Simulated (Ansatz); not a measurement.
Wires are cut from relaxed bulk BiTe (Fm-3m, 32.68 Å³/atom, gap on the mesh 0.00 eV); atoms and period are relaxed, and energies count from that bulk.

The calculation used DFT PBEsol, scalar-relativistic, plane waves, PAW (Ansatz 0.2.0).

Cutoff 420 eV, Gaussian smearing of 0.05 eV, energies at zero smearing, symmetry of each start kept, no spin polarisation.

```
                             start atoms k mesh excess energy (eV per host atom) line energy (eV/Å) period (Å) gap on the mesh (eV)
[001] wire, 16 host atoms a period     16   1×1×9                             0.299               0.753       6.359                     0
[001] wire, 26 host atoms a period     26   1×1×9                             0.289               1.207       6.225                     0
```

Spin-orbit coupling is left out, which matters for the bands of heavy elements.

Each run keeps its start's symmetry and one magnetic start, so lower states can exist.

Cost: 2 runs of about 2.7 core-hours in all, on AMD EPYC (Zen 3) (shared hosts).